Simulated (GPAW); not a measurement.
KBr:

```xyz
2
Lattice="0.0000 3.3000 3.3000 3.3000 0.0000 3.3000 3.3000 3.3000 0.0000" Properties=species:S:1:pos:R:3 pbc="T T T"
Br    3.3000    3.3000    3.3000
K     0.0000    0.0000    0.0000
```

Base run:

| Item | Value |
| --- | --- |
| Program | GPAW 26.7.0 |
| Functional | PBEsol |
| Potentials or basis | PAW data sets generated in the run's folder for this functional |
| Cutoff | 600 eV |
| Basis | pw |
| k mesh | 7 × 7 × 7 |
| Occupations | fermi-dirac, width 0.05 eV |
| Spin | no spin polarisation |

Its results: band gap on the k mesh 4.29 eV, direct; pressure -0.3 GPa.

Task: The run is repeated on the same cell with these changes: functional from PBEsol to BLYP. What comes out?

Result: Band gap on the k mesh 4.44 eV, direct; pressure 1.4 GPa.

BLYP binds less tightly than PBEsol, so the same cell stands under more pressure.

Caveats: an odd mesh through Γ misses points on the zone boundary, where band edges often lie (some runs).

Not every run made on this cell is shown here.
